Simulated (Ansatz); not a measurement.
# PbTe: the cost of one run

Method: DFT PBEsol, scalar-relativistic, plane waves, PAW, in Ansatz 0.2.0.

4 further runs of the same task are left out: 4 set aside as unsound or not needed.

### 1 The system as given

The cell holds 31 atoms (Pb16Te15): a = 11.164 Å, b = 11.164 Å, c = 11.164 Å, α = 109.47°, β = 109.47°, γ = 109.47°.

The coordinates of this cell stand in the input of its own run.

The host was relaxed before at PBEsol: a = 6.446 Å, b = 6.446 Å, c = 6.446 Å, α = 90.00°, β = 90.00°, γ = 90.00° (conventional cell), 33.472 Å³/atom.

Places, in fractions of the supercell: a vacancy on Te at (0.250, 0.000, 0.750). Its neighbours start displaced at random by about 0.03 Å.

### 2 Band edges of the host over the zone

Contents of input.yaml:

```yaml
crystal:
  lattice:
    - [0.0, 3.2227524523, 3.2227524523]
    - [3.2227524523, 0.0, 3.2227524523]
    - [3.2227524523, 3.2227524523, 0.0]
  atoms:
    - { symbol: Te, position: [0.0, 0.0, 0.0] }
    - { symbol: Pb, position: [0.5, 0.5, 0.5] }
basis:
  ecutwfc: 420
  xc_grid: 2
kpoints:
  mp_grid: { grid: [6, 6, 6] }
  band_path: { path: [VBM, CBM], npoints: 2 }
hamiltonian:
  xc: pbesol
scf:
  occupations: { method: gaussian, width: 0.02 }
output:
  forces: true
  stress: true
  eigenvalues: true
```

Command:

```sh
$ ansatz run input.yaml --threads 8 --pin off --max-ram 16384MiB --backend cpu --events-out ev --progress --plain --runs-dir out
```

Q: Estimate wall time and peak memory on 8 threads of Arm Neoverse V1, shared host.

About 1.2 s, with a peak of 0.38 GiB.
